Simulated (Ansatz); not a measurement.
A relaxation computed with Ansatz, from input to last step.

```yaml
crystal:
  lattice:
    - [16.5, 0.0, 0.0]
    - [0.0, 18.9, 0.0]
    - [0.0, 0.0, 5.2933196379]
  atoms:
    - { symbol: Zn, position: [0.4503106609, 0.374773934, 0.4999697863] }
    - { symbol: Zn, position: [0.3509319827, 0.5250452132, 0.4999697863] }
    - { symbol: Zn, position: [0.6490680173, 0.374773934, 0.4999697863] }
    - { symbol: Zn, position: [0.5496893391, 0.5250452132, 0.4999697863] }
    - { symbol: Zn, position: [0.4503106609, 0.6753164924, 0.4999697863] }
    - { symbol: Zn, position: [0.5496893391, 0.3246835076, 0.9999697863] }
    - { symbol: Zn, position: [0.4503106609, 0.4749547868, 0.9999697863] }
    - { symbol: Zn, position: [0.3509319827, 0.625226066, 0.9999697863] }
    - { symbol: Zn, position: [0.6490680173, 0.4749547868, 0.9999697863] }
    - { symbol: Zn, position: [0.5496893391, 0.625226066, 0.9999697863] }
    - { symbol: O, position: [0.5496893391, 0.3246835076, 0.3790402137] }
    - { symbol: O, position: [0.4503106609, 0.4749547868, 0.3790402137] }
    - { symbol: O, position: [0.3509319827, 0.625226066, 0.3790402137] }
    - { symbol: O, position: [0.6490680173, 0.4749547868, 0.3790402137] }
    - { symbol: O, position: [0.5496893391, 0.625226066, 0.3790402137] }
    - { symbol: O, position: [0.4503106609, 0.374773934, 0.8790402137] }
    - { symbol: O, position: [0.3509319827, 0.5250452132, 0.8790402137] }
    - { symbol: O, position: [0.6490680173, 0.374773934, 0.8790402137] }
    - { symbol: O, position: [0.5496893391, 0.5250452132, 0.8790402137] }
    - { symbol: O, position: [0.4503106609, 0.6753164924, 0.8790402137] }
    - { symbol: H, position: [0.3732419235, 0.3359285198, 0.4061882061] }
    - { symbol: H, position: [0.2738632453, 0.486199799, 0.4061882061] }
    - { symbol: H, position: [0.7261367547, 0.3359285198, 0.4061882061] }
    - { symbol: H, position: [0.4503106609, 0.7530073208, 0.4061882061] }
    - { symbol: H, position: [0.5496893391, 0.2469926792, 0.9061882061] }
    - { symbol: H, position: [0.2738632453, 0.6640714802, 0.9061882061] }
    - { symbol: H, position: [0.7261367547, 0.513800201, 0.9061882061] }
    - { symbol: H, position: [0.6267580765, 0.6640714802, 0.9061882061] }
    - { symbol: H, position: [0.5496893391, 0.276064086, 0.4377293316] }
    - { symbol: H, position: [0.3027018696, 0.6495357768, 0.4377293316] }
    - { symbol: H, position: [0.6972981304, 0.4992644976, 0.4377293316] }
    - { symbol: H, position: [0.5979194522, 0.6495357768, 0.4377293316] }
    - { symbol: H, position: [0.4020805478, 0.3504642232, 0.9377293316] }
    - { symbol: H, position: [0.3027018696, 0.5007355024, 0.9377293316] }
    - { symbol: H, position: [0.6972981304, 0.3504642232, 0.9377293316] }
    - { symbol: H, position: [0.4503106609, 0.723935914, 0.9377293316] }
basis:
  ecutwfc: 420
kpoints:
  mp_grid: { grid: [1, 1, 6] }
hamiltonian:
  xc: pbe
scf:
  occupations: { method: gaussian, width: 0.05 }
output:
  forces: true
  stress: true
  eigenvalues: true
  populations: true
  write_density: true
  write_potential: true
  elf: true
  volumetric_format: npy
relax:
  adjacent_minimum: "off"
  f_tol: 0.02
  max_steps: 45
  cell: { fix: [a, b, alpha, beta, gamma], stress_tol: 0.03 }
```

```bash
ansatz run input.yaml --threads 4 --pin off --max-ram 12288MiB --backend cpu --events-out ev --progress --plain --runs-dir out
```

Level of theory: Ansatz, DFT PBE, scalar-relativistic, plane waves, PAW.

Of 11 frames 5 are shown, positions in Å and forces in eV/Å; the SCF threshold varies from step to step. Steps run on the plane waves of an earlier cell, with a Pulay correction in the pressure. The basis is chosen afresh for the last frame, the zero of the energies, and can be on the way; energy and pressure step there, also at an unchanged geometry.

```xyz
36
Lattice="16.5000 0.0000 0.0000 0.0000 18.9000 0.0000 0.0000 0.0000 5.2933" Properties=species:S:1:pos:R:3:forces:R:3 pbc="T T T" step=1 free_energy_over_end_meV_per_atom=79.63 pressure_GPa=1.26
Zn    7.4301    7.0832    2.6465   -1.3420   -0.4830   -0.6200
Zn    5.7904    9.9234    2.6465   -1.0890   -0.9210   -0.6200
Zn   10.7096    7.0832    2.6465    1.3950   -0.9420   -0.1930
Zn    9.0699    9.9234    2.6465   -0.1890   -0.1090    0.4400
Zn    7.4301   12.7635    2.6465   -0.1170    1.6800   -0.1930
Zn    9.0699    6.1365    5.2932    0.1170   -1.6800   -0.1930
Zn    7.4301    8.9766    5.2932    0.1890    0.1090    0.4400
Zn    5.7904   11.8168    5.2932   -1.3950    0.9420   -0.1930
Zn   10.7096    8.9766    5.2932    1.0890    0.9210   -0.6200
Zn    9.0699   11.8168    5.2932    1.3420    0.4830   -0.6200
O     9.0699    6.1365    2.0064    0.0520    0.8560    0.2980
O     7.4301    8.9766    2.0064    1.2490    0.7210    0.0640
O     5.7904   11.8168    2.0064    0.7670   -0.3830    0.2980
O    10.7096    8.9766    2.0064   -0.9250    0.2460    0.3270
O     9.0699   11.8168    2.0064   -0.2490   -0.9240    0.3270
O     7.4301    7.0832    4.6530    0.2490    0.9240    0.3270
O     5.7904    9.9234    4.6530    0.9250   -0.2460    0.3270
O    10.7096    7.0832    4.6530   -0.7670    0.3830    0.2980
O     9.0699    9.9234    4.6530   -1.2490   -0.7210    0.0640
O     7.4301   12.7635    4.6530   -0.0520   -0.8560    0.2980
H     6.1585    6.3490    2.1501   -0.2940   -0.2150   -0.1850
H     4.5187    9.1892    2.1501   -0.3330   -0.1470   -0.1850
H    11.9813    6.3490    2.1501    0.3090   -0.1380   -0.2030
H     7.4301   14.2318    2.1501    0.0350    0.3360   -0.2030
H     9.0699    4.6682    4.7967   -0.0350   -0.3360   -0.2030
H     4.5187   12.5510    4.7967   -0.3090    0.1380   -0.2030
H    11.9813    9.7108    4.7967    0.3330    0.1470   -0.1850
H    10.3415   12.5510    4.7967    0.2940    0.2150   -0.1850
H     9.0699    5.2176    2.3170    0.0230   -0.1940    0.1480
H     4.9946   12.2762    2.3170   -0.1560    0.1170    0.1480
H    11.5054    9.4361    2.3170    0.2790    0.0120    0.1760
H     9.8657   12.2762    2.3170    0.1500    0.2360    0.1760
H     6.6343    6.6238    4.9637   -0.1500   -0.2360    0.1760
H     4.9946    9.4639    4.9637   -0.2790   -0.0120    0.1760
H    11.5054    6.6238    4.9637    0.1560   -0.1170    0.1480
H     7.4301   13.6824    4.9637   -0.0230    0.1940    0.1480
36
Lattice="16.5000 0.0000 0.0000 0.0000 18.9000 0.0000 0.0000 0.0000 5.1661" Properties=species:S:1:pos:R:3:forces:R:3 pbc="T T T" step=3 free_energy_over_end_meV_per_atom=1.66 pressure_GPa=-0.10
Zn    7.1510    6.9811    2.4939   -0.1030    0.0980    0.0240
Zn    5.5624    9.7327    2.4939    0.0340   -0.1380    0.0240
Zn   10.9777    6.9274    2.5210    0.0300   -0.0520    0.0510
Zn    9.0120    9.8899    2.7051   -0.1100   -0.0640   -0.0340
Zn    7.4292   13.0735    2.5211   -0.0300    0.0520    0.0510
Zn    9.0708    5.8265    5.1041    0.0300   -0.0520    0.0510
Zn    7.4880    9.0101    5.2882    0.1100    0.0640   -0.0340
Zn    5.5223   11.9726    5.1041   -0.0300    0.0520    0.0510
Zn   10.9376    9.1673    5.0769   -0.0340    0.1380    0.0240
Zn    9.3490   11.9189    5.0769    0.1030   -0.0980    0.0240
O     9.0694    6.2545    2.0011    0.0800   -0.2010   -0.0960
O     7.4131    8.9668    2.0867   -0.2080   -0.1200    0.0350
O     5.8923   11.7574    2.0011   -0.1340    0.1700   -0.0960
O    10.6633    8.9406    1.9971    0.2090    0.1110   -0.0270
O     9.0154   11.7947    1.9971    0.2000    0.1250   -0.0270
O     7.4846    7.1053    4.5802   -0.2000   -0.1250   -0.0270
O     5.8367    9.9594    4.5802   -0.2090   -0.1110   -0.0270
O    10.6077    7.1426    4.5841    0.1340   -0.1700   -0.0960
O     9.0869    9.9332    4.6698    0.2080    0.1200    0.0350
O     7.4306   12.6455    4.5842   -0.0800    0.2010   -0.0960
H     5.9564    6.1670    1.8971    0.1570    0.0610    0.0360
H     4.2601    9.1051    1.8971    0.1310    0.1050    0.0360
H    12.2315    6.2123    1.9343   -0.1340    0.0750    0.0310
H     7.4369   14.5169    1.9344   -0.0020   -0.1530    0.0310
H     9.0631    4.3831    4.5175    0.0020    0.1530    0.0310
H     4.2685   12.6877    4.5174    0.1340   -0.0750    0.0310
H    12.2399    9.7949    4.4801   -0.1310   -0.1050    0.0360
H    10.5436   12.7330    4.4801   -0.1570   -0.0610    0.0360
H     9.0561    5.3624    2.4083   -0.0180    0.0810    0.0000
H     5.1131   12.1919    2.4083    0.0610   -0.0560    0.0000
H    11.4310    9.3808    2.4232   -0.0970   -0.0590   -0.0190
H     9.7806   12.2394    2.4232   -0.1000   -0.0550   -0.0190
H     6.7194    6.6606    5.0062    0.1000    0.0550   -0.0190
H     5.0690    9.5192    5.0062    0.0970    0.0590   -0.0190
H    11.3869    6.7081    4.9913   -0.0610    0.0560    0.0000
H     7.4439   13.5376    4.9914    0.0180   -0.0810    0.0000
36
Lattice="16.5000 0.0000 0.0000 0.0000 18.9000 0.0000 0.0000 0.0000 5.1320" Properties=species:S:1:pos:R:3:forces:R:3 pbc="T T T" step=6 free_energy_over_end_meV_per_atom=-0.67 pressure_GPa=0.04
Zn    7.1434    6.9826    2.5057    0.0190   -0.0160    0.0420
Zn    5.5598    9.7253    2.5058   -0.0050    0.0240    0.0410
Zn   10.9799    6.9130    2.5292   -0.0040    0.0070    0.0470
Zn    8.9873    9.8756    2.6807    0.0380    0.0220   -0.0010
Zn    7.4178   13.0826    2.5292    0.0040   -0.0080    0.0470
Zn    9.0822    5.8174    5.0952   -0.0040    0.0080    0.0470
Zn    7.5127    9.0244    5.2467   -0.0380   -0.0220   -0.0010
Zn    5.5201   11.9870    5.0952    0.0040   -0.0070    0.0470
Zn   10.9402    9.1747    5.0718    0.0050   -0.0240    0.0410
Zn    9.3566   11.9174    5.0717   -0.0190    0.0160    0.0420
O     9.0855    6.2211    1.9817   -0.0070    0.0040   -0.0340
O     7.3811    8.9483    2.0888    0.0550    0.0310   -0.0160
O     5.8713   11.7879    1.9817    0.0000   -0.0080   -0.0340
O    10.6703    8.9574    1.9916   -0.0290    0.0000   -0.0310
O     9.0335   11.7923    1.9916   -0.0140   -0.0250   -0.0310
O     7.4665    7.1077    4.5576    0.0140    0.0250   -0.0310
O     5.8297    9.9426    4.5576    0.0290    0.0000   -0.0310
O    10.6287    7.1121    4.5477    0.0000    0.0080   -0.0340
O     9.1189    9.9517    4.6548   -0.0550   -0.0310   -0.0160
O     7.4145   12.6789    4.5477    0.0070   -0.0040   -0.0340
H     6.0472    6.1255    1.8219   -0.0340   -0.0140   -0.0220
H     4.2695    9.2043    1.8219   -0.0290   -0.0230   -0.0220
H    12.1940    6.2689    1.8188    0.0280   -0.0140   -0.0220
H     7.4671   14.4561    1.8188    0.0010    0.0310   -0.0220
H     9.0329    4.4439    4.3848   -0.0010   -0.0310   -0.0220
H     4.3060   12.6311    4.3848   -0.0280    0.0140   -0.0220
H    12.2305    9.6957    4.3879    0.0290    0.0230   -0.0220
H    10.4528   12.7745    4.3879    0.0340    0.0140   -0.0220
H     9.0476    5.3547    2.4387    0.0020   -0.0030    0.0150
H     5.1021   12.1883    2.4387   -0.0020    0.0030    0.0150
H    11.4160    9.3813    2.4673    0.0120    0.0010    0.0120
H     9.7734   12.2262    2.4673    0.0070    0.0100    0.0120
H     6.7266    6.6738    5.0333   -0.0070   -0.0100    0.0120
H     5.0840    9.5187    5.0333   -0.0120   -0.0010    0.0120
H    11.3979    6.7117    5.0047    0.0020   -0.0030    0.0150
H     7.4524   13.5453    5.0047   -0.0020    0.0030    0.0150
36
Lattice="16.5000 0.0000 0.0000 0.0000 18.9000 0.0000 0.0000 0.0000 5.1112" Properties=species:S:1:pos:R:3:forces:R:3 pbc="T T T" step=9 free_energy_over_end_meV_per_atom=0.00 pressure_GPa=-0.02
Zn    7.1420    6.9803    2.5019    0.0020   -0.0100   -0.0020
Zn    5.5571    9.7252    2.5019   -0.0080    0.0070   -0.0020
Zn   10.9925    6.9035    2.5324    0.0080   -0.0040   -0.0100
Zn    8.9959    9.8806    2.6707    0.0130    0.0080   -0.0150
Zn    7.4157   13.0982    2.5324    0.0010    0.0090   -0.0100
Zn    9.0843    5.8018    5.0880   -0.0010   -0.0090   -0.0100
Zn    7.5041    9.0194    5.2263   -0.0130   -0.0080   -0.0150
Zn    5.5075   11.9965    5.0880   -0.0080    0.0040   -0.0100
Zn   10.9429    9.1748    5.0575    0.0080   -0.0070   -0.0020
Zn    9.3580   11.9197    5.0575   -0.0020    0.0100   -0.0020
O     9.0897    6.2107    1.9761   -0.0140   -0.0080    0.0080
O     7.3864    8.9514    2.0874    0.0140    0.0080    0.0000
O     5.8645   11.7968    1.9761   -0.0140   -0.0080    0.0080
O    10.6779    8.9534    1.9844   -0.0080    0.0070    0.0040
O     9.0338   11.8009    1.9844    0.0020   -0.0110    0.0040
O     7.4662    7.0991    4.5400   -0.0020    0.0110    0.0040
O     5.8221    9.9466    4.5400    0.0080   -0.0070    0.0040
O    10.6355    7.1032    4.5317    0.0140    0.0080    0.0080
O     9.1136    9.9486    4.6431   -0.0140   -0.0080    0.0000
O     7.4103   12.6893    4.5317    0.0140    0.0080    0.0080
H     6.0437    6.1459    1.7828    0.0050   -0.0010    0.0020
H     4.2856    9.1909    1.7826    0.0020    0.0050    0.0020
H    12.1894    6.2689    1.7752   -0.0060    0.0030    0.0060
H     7.4650   14.4521    1.7753   -0.0010   -0.0070    0.0060
H     9.0350    4.4479    4.3309    0.0010    0.0070    0.0060
H     4.3106   12.6311    4.3308    0.0060   -0.0030    0.0060
H    12.2144    9.7091    4.3382   -0.0020   -0.0050    0.0020
H    10.4563   12.7541    4.3385   -0.0050    0.0010    0.0020
H     9.0495    5.3548    2.4551    0.0030    0.0060   -0.0020
H     5.1031   12.1899    2.4551    0.0070   -0.0010   -0.0020
H    11.4209    9.3713    2.4721   -0.0070    0.0060    0.0010
H     9.7672   12.2354    2.4721    0.0010   -0.0090    0.0010
H     6.7328    6.6646    5.0277   -0.0010    0.0090    0.0010
H     5.0791    9.5287    5.0277    0.0070   -0.0060    0.0010
H    11.3969    6.7101    5.0107   -0.0070    0.0010   -0.0020
H     7.4505   13.5452    5.0107   -0.0030   -0.0060   -0.0020
36
Lattice="16.5000 0.0000 0.0000 0.0000 18.9000 0.0000 0.0000 0.0000 5.0974" Properties=species:S:1:pos:R:3:forces:R:3 pbc="T T T" step=11 free_energy_over_end_meV_per_atom=0.00 pressure_GPa=0.01
Zn    7.1414    6.9798    2.4932   -0.0030   -0.0080   -0.0070
Zn    5.5564    9.7249    2.4932   -0.0090    0.0020   -0.0070
Zn   10.9928    6.9038    2.5257    0.0070   -0.0020   -0.0080
Zn    8.9979    9.8817    2.6566   -0.0010   -0.0010    0.0010
Zn    7.4162   13.0983    2.5257    0.0010    0.0070   -0.0080
Zn    9.0838    5.8017    5.0744   -0.0010   -0.0070   -0.0080
Zn    7.5021    9.0183    5.2053    0.0010    0.0010    0.0010
Zn    5.5072   11.9962    5.0744   -0.0070    0.0020   -0.0080
Zn   10.9436    9.1751    5.0419    0.0090   -0.0020   -0.0070
Zn    9.3586   11.9202    5.0419    0.0030    0.0080   -0.0070
O     9.0881    6.2102    1.9736   -0.0020   -0.0020    0.0050
O     7.3868    8.9516    2.0815   -0.0010    0.0000    0.0010
O     5.8632   11.7956    1.9736   -0.0030   -0.0010    0.0050
O    10.6797    8.9547    1.9798    0.0040    0.0000    0.0020
O     9.0358   11.8018    1.9798    0.0020    0.0040    0.0020
O     7.4642    7.0982    4.5285   -0.0020   -0.0040    0.0020
O     5.8203    9.9453    4.5285   -0.0040    0.0000    0.0020
O    10.6368    7.1044    4.5223    0.0030    0.0010    0.0050
O     9.1132    9.9484    4.6302    0.0010    0.0000    0.0010
O     7.4119   12.6898    4.5223    0.0020    0.0020    0.0050
H     6.0448    6.1432    1.7740    0.0010    0.0020    0.0000
H     4.2838    9.1933    1.7738    0.0020    0.0000    0.0000
H    12.1872    6.2673    1.7672   -0.0010    0.0000    0.0000
H     7.4624   14.4511    1.7674    0.0000   -0.0010    0.0000
H     9.0376    4.4489    4.3161    0.0000    0.0010    0.0000
H     4.3128   12.6327    4.3159    0.0010    0.0000    0.0000
H    12.2162    9.7067    4.3225   -0.0020    0.0000    0.0000
H    10.4552   12.7568    4.3227   -0.0010   -0.0020    0.0000
H     9.0494    5.3551    2.4542    0.0010    0.0020    0.0020
H     5.1033   12.1897    2.4542    0.0020    0.0000    0.0020
H    11.4214    9.3741    2.4684   -0.0050    0.0000    0.0040
H     9.7699   12.2344    2.4684   -0.0030   -0.0040    0.0040
H     6.7301    6.6656    5.0171    0.0030    0.0040    0.0040
H     5.0786    9.5259    5.0171    0.0050    0.0000    0.0040
H    11.3967    6.7103    5.0029   -0.0020    0.0000    0.0020
H     7.4506   13.5449    5.0029   -0.0010   -0.0020    0.0020
```

It took 3.8 min on 4 threads of Intel(R) Xeon(R) 6975P-C (Granite Rapids), with other jobs on the host, peak memory 3.5 GiB.